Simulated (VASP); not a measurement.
AlN:

```xyz
4
Lattice="3.1130 0.0000 0.0000 -1.5565 2.6959 0.0000 0.0000 0.0000 4.9810" Properties=species:S:1:pos:R:3 pbc="T T T"
Al    0.0000    1.7973    0.0000
Al    1.5565    0.8986    2.4905
N     0.0000    1.7973    1.8928
N     1.5565    0.8986    4.3833
```

| Item | Value |
| --- | --- |
| Program | VASP 6.6.1 |
| Task | relaxation of cell and atoms |
| Functional | LDA |
| Potentials or basis | VASP PAW LDA potentials, release 64 (Al, N) |
| Cutoff | 600 eV |
| k mesh | 8 × 8 × 5 |
| Occupations | gaussian, width 0.05 eV |
| Spin | no spin polarisation |

At the start: pressure -4.2 GPa; volume 10.45 Å³/atom.

Problem. Where does the relaxation end?

Solution. Over 6 steps the energy falls by 3.2 meV/atom and the volume is 10.23 Å³/atom (-2.1 %); space group P6_3mc (No. 186, to 0.05 Å).

The path:
```csv
step,energy change (eV),largest force (eV/Å),pressure (GPa),volume (Å³)
1,0.0000,0.1194,-4.21,41.80
2,-0.0009,0.0854,4.30,40.16
3,-0.0124,0.0201,-0.04,40.96
4,-0.0124,0.0181,0.06,40.94
5,-0.0126,0.0112,0.08,40.93
6,-0.0126,0.0046,0.09,40.93
```

Final structure:
```yaml
crystal:
  lattice:
    - [3.09089, 0.00000, 0.00000]
    - [-1.54545, 2.67679, 0.00000]
    - [0.00000, 0.00000, 4.94674]
  atoms:
    - { symbol: Al, position: [0.33333, 0.66667, 0.99905] }
    - { symbol: Al, position: [0.66667, 0.33333, 0.49905] }
    - { symbol: N, position: [0.33333, 0.66667, 0.38095] }
    - { symbol: N, position: [0.66667, 0.33333, 0.88095] }
```
